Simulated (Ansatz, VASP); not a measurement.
**One calculation of Ta3N, two programs**

POSCAR

```
Ta3N
1.0
    3.8993387023      0.0000000000      0.0000000000
    0.0000000000      3.8993387023      0.0000000000
    0.0000000000      0.0000000000      3.8993387023
Ta N
3 1
Direct
    0.0000000000      0.5000000000      0.5000000000
    0.5000000000      0.0000000000      0.5000000000
    0.5000000000      0.5000000000      0.0000000000
    0.0000000000      0.0000000000      0.0000000000
```

INCAR.step1

```
PREC = Accurate ; ENCUT = 600
ISMEAR = 0 ; SIGMA = 0.1
LREAL = False ; LASPH = True
NELM = 80 ; GGA = PE
ALGO = Normal ; EDIFF = 1E-4
LWAVE = True ; LCHARG = False
```

Contents of INCAR.step2:

```
PREC = Accurate ; ENCUT = 600
EDIFF = 1E-6 ; ISMEAR = 0
SIGMA = 0.1 ; LREAL = False
LASPH = True ; NELM = 80
ALGO = Normal ; ISIF = 3
LWAVE = False ; LCHARG = False
METAGGA = R2SCAN ; LMIXTAU = True
IBRION = 2 ; NSW = 90
EDIFFG = -0.04 ; ISTART = 1
```

Contents of KPOINTS:

```
Automatic mesh
0
Gamma
  4 4 4
```

Input for Ansatz:

```yaml
crystal:
  lattice:
    - [3.8993387023, 0.0, 0.0]
    - [0.0, 3.8993387023, 0.0]
    - [0.0, 0.0, 3.8993387023]
  atoms:
    - { symbol: Ta, position: [0.0, 0.5, 0.5] }
    - { symbol: Ta, position: [0.5, 0.0, 0.5] }
    - { symbol: Ta, position: [0.5, 0.5, 0.0] }
    - { symbol: "N", position: [0.0, 0.0, 0.0] }
basis:
  ecutwfc: 500
kpoints:
  mp_grid: { grid: [4, 4, 4] }
hamiltonian:
  xc: r2scan
scf:
  occupations: { method: gaussian, width: 0.1 }
  lower_state_search: "off"
output:
  forces: true
  stress: true
  eigenvalues: true
relax:
  adjacent_minimum: "off"
  f_tol: 0.04
  max_steps: 70
  cell: { stress_tol: 0.4 }
```

Alike in both runs: task relaxation of cell and atoms; functional r2SCAN; k mesh 4 × 4 × 4; occupations gaussian, width 0.1 eV; no spin polarisation.

|  | VASP | Ansatz |
| --- | --- | --- |
| version | VASP 6.6.1 | Ansatz 0.2.0 |
| potentials or method | VASP PAW PBE potentials, release 64 (Ta_pv, N) | scalar-relativistic, plane waves, PAW |
| plane-wave cutoff (eV) | 600 | 500 |
| valence electrons in the cell | 38 | 44 |

VASP gave:

| Quantity | Value |
| --- | --- |
| gap on the k mesh at the Fermi level, each at its own relaxed structure (eV) | none |
| relaxed volume (Å³/atom) | 15.32 |
| relaxed cell length with the largest relative difference (Å) | 3.942 |
| energy change over the relaxation (meV/atom) | -10 |

What did Ansatz give for the same quantities?

gap on the k mesh at the Fermi level, each at its own relaxed structure (eV): none; relaxed volume (Å³/atom): 15.25; relaxed cell length with the largest relative difference (Å): 3.937; energy change over the relaxation (meV/atom): -7.

A gap of «none» marks a metal or a gap that the smearing closes. The two sets of potentials don't hold the same shells in valence.

Caveats: the k mesh is coarse (spacing up to 0.40 Å⁻¹), so the values aren't converged; the PAW data sets were made with another functional, which shifts forces and pressure a little (VASP). The runs have no spin-orbit coupling, so splittings on Ta are missing.
